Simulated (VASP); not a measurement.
# Mo (Im-3m) in VASP: notebook, part 3 of 3

VASP 6.6.1. The steps go on from the part before.

### Step 6. Relaxation of cell and atoms, r2SCAN, target pressure 45 GPa, at which the enthalpy is minimised

INCAR

```
PREC     = Accurate       # precision mode
ENCUT    = 600            # plane-wave cutoff, eV
EDIFF    = 1E-6           # SCF threshold, eV
ISMEAR   = 1              # smearing method
SIGMA    = 0.1            # smearing width, eV
LREAL    = F              # projectors in reciprocal space
LASPH    = T              # aspherical terms in the spheres
NELM     = 80             # most SCF steps
ALGO     = Normal         # electronic algorithm
ISIF     = 3              # what is computed and relaxed
LWAVE    = F              # write WAVECAR
LCHARG   = F              # write CHGCAR
METAGGA  = R2SCAN         # meta-GGA
LMIXTAU  = T            
IBRION   = 2              # ionic algorithm
NSW      = 90             # ionic steps
EDIFFG   = -0.01          # ionic threshold
PSTRESS  = 450.0        
KPAR     = 2
```

KPOINTS

```
Automatic mesh
0
Gamma
  16 16 16
```

POSCAR

```
Mo
1.0
   -1.5734150000      1.5734150000      1.5734150000
    1.5734150000     -1.5734150000      1.5734150000
    1.5734150000      1.5734150000     -1.5734150000
Mo
1
Direct
    0.0000000000      0.0000000000      0.0000000000
```

Potentials or basis: VASP PAW PBE potentials, release 64 (Mo_sv).

Run with:

```console
cat potpaw_PBE.64/Mo_sv/POTCAR > POTCAR
mpirun -np 2 vasp_std > vasp.out
```

OUTCAR:

```text
PREC = Accurate
   ENCUT = 600
   EDIFF = 1E-6
   ISMEAR = 1
   LREAL = F
   LASPH = T
   NELM = 80
   ISIF = 3
   METAGGA = R2SCAN
   IBRION = 2
   NSW = 90
   EDIFFG = -0.01
   PSTRESS = 450.0

 ion  position               nearest neighbor table
   1  0.000  0.000  0.000-

  LATTYP: Found a body centered cubic cell.
 ALAT       =     3.1468300000

  Lattice vectors:

 A1 = (  -1.5734150000,   1.5734150000,   1.5734150000)
 A2 = (   1.5734150000,  -1.5734150000,   1.5734150000)
 A3 = (   1.5734150000,   1.5734150000,  -1.5734150000)

Analysis of symmetry for initial positions (statically):
=====================================================================
 Subroutine PRICEL returns:
 Original cell was already a primitive cell.

 Routine SETGRP: Setting up the symmetry group for a
 body centered cubic supercell.

 Subroutine GETGRP returns: Found 48 space group operations
 (whereof 48 operations were pure point group operations)
 out of a pool of 48 trial point group operations.

The static configuration has the point symmetry O_h .

Analysis of symmetry for dynamics (positions and initial velocities):
=====================================================================
 Subroutine PRICEL returns:
 Original cell was already a primitive cell.

 Routine SETGRP: Setting up the symmetry group for a
 body centered cubic supercell.

 Subroutine GETGRP returns: Found 48 space group operations
 (whereof 48 operations were pure point group operations)
 out of a pool of 48 trial point group operations.

The dynamic configuration has the point symmetry O_h .

 Subroutine INISYM returns: Found 48 space group operations
 (whereof 48 operations are pure point group operations),
 and found     1 'primitive' translations

----------------------------------------------------------------------------------------

                                     Primitive cell

  volume of cell :      15.5808

  direct lattice vectors                    reciprocal lattice vectors
    -1.573415000  1.573415000  1.573415000     0.000000000  0.317780115  0.317780115
     1.573415000 -1.573415000  1.573415000     0.317780115  0.000000000  0.317780115
     1.573415000  1.573415000 -1.573415000     0.317780115  0.317780115  0.000000000

  length of vectors
     2.725234721  2.725234721  2.725234721     0.449408949  0.449408949  0.449408949

  position of ions in fractional coordinates (direct lattice)
     0.000000000  0.000000000  0.000000000

  ion indices of the primitive-cell ions
   primitive index   ion index
                 1           1

----------------------------------------------------------------------------------------

 KPOINTS: Automatic mesh

Automatic generation of k-mesh.
 Grid dimensions read from file:
 generate k-points for:   16   16   16

 Generating k-lattice:

  Cartesian coordinates                     Fractional coordinates (reciprocal lattice)
     0.000000000  0.019861257  0.019861257     0.062500000  0.000000000  0.000000000
[... 47 lines left out ...]
   NGX,Y,Z   is equivalent  to a cutoff of  14.64, 14.64, 14.64 a.u.
   NGXF,Y,Z  is equivalent  to a cutoff of  29.28, 29.28, 29.28 a.u.
 SYSTEM =  unknown system
   PREC   = accura    normal or accurate (medium, high low for compatibility)
   ISTART =      0    job   : 0-new  1-cont  2-samecut
   ICHARG =      2    charge: 1-file 2-atom 10-const
   ISPIN  =      1    spin polarized calculation?
   LNONCOLLINEAR =      F non collinear calculations
   LSORBIT =      F    spin-orbit coupling
   LASPH  =      T    aspherical Exc in radial PAW
   ENCUT  =  600.0 eV  44.10 Ry    6.64 a.u.   5.44  5.44  5.44*2*pi/ulx,y,z
   NELM   =     80;   NELMIN=  2; NELMDL= -5     # of ELM steps
   EDIFF  = 0.1E-05   stopping-criterion for ELM
   LREAL  =      F    real-space projection
   EDIFFG = -.1E-01   stopping-criterion for IOM
   NSW    =     90    number of steps for IOM
   IBRION =      2    ionic relax: 0-MD 1-quasi-New 2-CG
   NFREE  =      1    steps in history (QN), initial steepest desc. (CG)
   ISIF   =      3    stress and relaxation
   ISYM   =      2    0-nonsym 1-usesym 2-fastsym
   POTIM  = 0.5000    time-step for ionic-motion
   TEBEG  =    0.0;   TEEND  =   0.0 temperature during run
   PSTRESS=  450.0 pullay stress
   NELECT =      14.0000    total number of electrons
   NUPDOWN=      -1.0000    fix difference up-down
   EMIN   =  10.00;   EMAX   =-10.00  energy-range for DOS
   EFERMI =   0.00;   METHOD = LEGACY
   ISMEAR =     1;   SIGMA  =   0.10  broadening in eV -4-tet -1-fermi 0-gaus
   EFERMI_NEDOS =   21; number of points for ismear=-14 and -15
   IALGO  =     38    algorithm
   IMIX   =      4    mixing-type and parameters
     AMIX     =   0.40;   BMIX     =  1.00
     AMIX_MAG =   1.60;   BMIX_MAG =  1.00
  volume/ion in A,a.u.               =      15.58       105.14
  Fermi-wavevector in a.u.,A,eV,Ry     =   1.579747  2.985289 33.954710  2.495601
  Thomas-Fermi vector in A             =   2.680079
   LORBIT       =      0    0 simple, 1 ext, 2 COOP (PROOUT), +10 PAW based schemes
   METAGGA = R2SCAN    functional components
   LHFCALC =     F    Hartree Fock is set to
   AEXX    =    0.0000 exact exchange contribution
   IVDW    =     0    specifies the selected vdW correction
   LEPSILON=     F    determine dielectric tensor
   LRPA    =     F    only Hartree local field effects (RPA)
 conjugate gradient relaxation of ions
 non-spin polarized calculation
 Methfessel and Paxton  Order N= 1 SIGMA  =   0.10
  energy-cutoff  :      600.00
  volume of cell :       15.58
 maximum number of plane-waves:       537
 NGX is ok and might be reduce to    24
   NGX = 11   NGY = 11   NGZ = 11

--------------------------------------- Ionic step        1  -------------------------------------------

 number of electron      14.0000002 magnetization

 Free energy of the ion-electron system (eV)
  ---------------------------------------------------
  ext. energy  EPLUGINS =         0.00000000
  ---------------------------------------------------
  free energy    TOTEN  =       -26.08117038 eV

  energy without entropy =      -26.08164120  energy(sigma->0) =      -26.08132732

------------------------ aborting loop because EDIFF is reached ----------------------------------------

  FORCE on cell =-STRESS in cart. coord.  units (eV):
  Direction    XX          YY          ZZ          XY          YZ          ZX
  --------------------------------------------------------------------------------------
  -------------------------------------------------------------------------------------
  Total        0.1733032      0.1733032      0.1733032     -0.0000000     -0.0000000      0.0000000
  in kB       17.8208046     17.8208046     17.8208046     -0.0000000     -0.0000000      0.0000000
  external PRESSURE =    -432.1791954 kB  Pullay stress =     450.0000000 kB
[... 135 lines left out ...]
--------------------------------------- Ionic step        5  -------------------------------------------

 number of electron      14.0000002 magnetization

 Free energy of the ion-electron system (eV)
  ---------------------------------------------------
  ext. energy  EPLUGINS =         0.00000000
  ---------------------------------------------------
  free energy    TOTEN  =       -25.84571307 eV

  energy without entropy =      -25.84545174  energy(sigma->0) =      -25.84562596

 E-fermi :  14.7088     XC(G=0): -15.4356

 val. band max:       14.6967251073   @ k =  -0.2500   0.3750   0.1250
 cond. band min:      14.7252203051   @ k =   0.3750   0.1250   0.0625
 fundamental gap:      0.0284951978
 Fermi energy:        14.7088151527

 k-point     1 :       0.0000    0.0000    0.0000
  band No.  band energies     occupation
      1     -48.6389      2.00000
      2     -20.7383      2.00000
      3     -20.7383      2.00000
      4     -20.7383      2.00000
      5       6.6523      2.00000
      6      12.9590      2.00000
      7      12.9590      2.00000
      8      12.9590      2.00000
      9      16.7704      0.00000
     10      16.7704      0.00000
     11      30.2853      0.00000
[... 309 lines left out ...]
 k-point    24 :       0.2500    0.1875    0.0000
  band No.  band energies     occupation
      1     -48.2210      2.00000
      2     -22.4602      2.00000
      3     -21.4517      2.00000
      4     -20.9312      2.00000
      5       9.7263      2.00000
      6      11.0624      2.00000
      7      12.6634      2.00000
      8      16.0055     -0.00000
      9      17.7780      0.00000
     10      20.3824      0.00000
     11      29.7411      0.00000

 [... further k-points ...]

------------------------ aborting loop because EDIFF is reached ----------------------------------------

  FORCE on cell =-STRESS in cart. coord.  units (eV):
  Direction    XX          YY          ZZ          XY          YZ          ZX
  --------------------------------------------------------------------------------------
  -------------------------------------------------------------------------------------
  Total        3.8871688      3.8871688      3.8871688      0.0000000     -0.0000000      0.0000000
  in kB      450.6918694    450.6918694    450.6918694      0.0000000     -0.0000000      0.0000000
  external PRESSURE =       0.6918694 kB  Pullay stress =     450.0000000 kB
[... 20 lines left out ...]
  energy  without entropy=      -25.8454517424  energy(sigma->0) =      -25.84562596

  enthalpy is  TOTEN    =       -21.9645116043 eV   P V=        3.8812014611

 reached required accuracy - stopping structural energy minimisation
```

Wall time 4.1 min (2 MPI ranks of Intel Xeon Platinum 8259CL at 2.50GHz (Skylake/Cascade Lake), shared host); peak memory 0.17 GiB.

Results:

```
Free energy                                            : -25.8457 eV
Relaxed volume                                         : 13.82 Å³/atom
Relaxed cell                                           : a = 2.618 Å, b = 2.618 Å, c = 2.618 Å, α = 109.47°, β = 109.47°, γ = 109.47°
Space group after relaxing (to 0.05 Å)                 : Im-3m (No. 229)
Energy change on relaxing (the enthalpy is what falls) : +235.5 meV/atom
Ionic steps                                            : 5
Pressure after relaxing                                : 45.1 GPa
Band gap on the k mesh                                 : none (metal or under the smearing width)
```

Step by step:
```
step  energy change (eV)  largest force (eV/Å)  pressure (GPa)  volume (Å³)
   1              0.0000                0.0000            1.78        15.58
   2              9.9415                0.0000          710.13         7.90
   3              0.1296                0.0000           31.93        14.26
   4              0.1876                0.0000           39.45        14.00
   5              0.2355                0.0000           45.07        13.82
```

Final structure:
```yaml
crystal:
  lattice:
    - [-1.51171, 1.51171, 1.51171]
    - [1.51171, -1.51171, 1.51171]
    - [1.51171, 1.51171, -1.51171]
  atoms:
    - { symbol: Mo, position: [0.00000, 0.00000, 0.00000] }
```

Caveat: the cell is relaxed towards a set pressure, so the enthalpy falls and the energy may rise; the PAW data sets were made with another functional, which shifts forces and pressure a little.

### Step 7. Summary

```csv
level,cell,target pressure,gap on the mesh (eV),pressure (GPa)
PBE,relaxed to 45 GPa,45 GPa,none,45.0
PBE,relaxed to 22 GPa,22 GPa,none,22.0
r2SCAN,relaxed to 45 GPa,45 GPa,none,45.1
```

Alike in all rows: task relaxation of cell and atoms; potentials or basis VASP PAW PBE potentials, release 64 (Mo_sv); no spin polarisation; k mesh 16 × 16 × 16; cutoff (eV) 600; smearing methfessel-paxton 0.1 eV.

Caveats: the cell is relaxed towards a set pressure, so the enthalpy falls and the energy may rise; the relaxation stopped at its first step, so nothing moved (some runs); the PAW data sets were made with another functional, which shifts forces and pressure a little (some runs).

Total energies depend on the potentials used, so only differences within one code and one set of settings carry meaning.
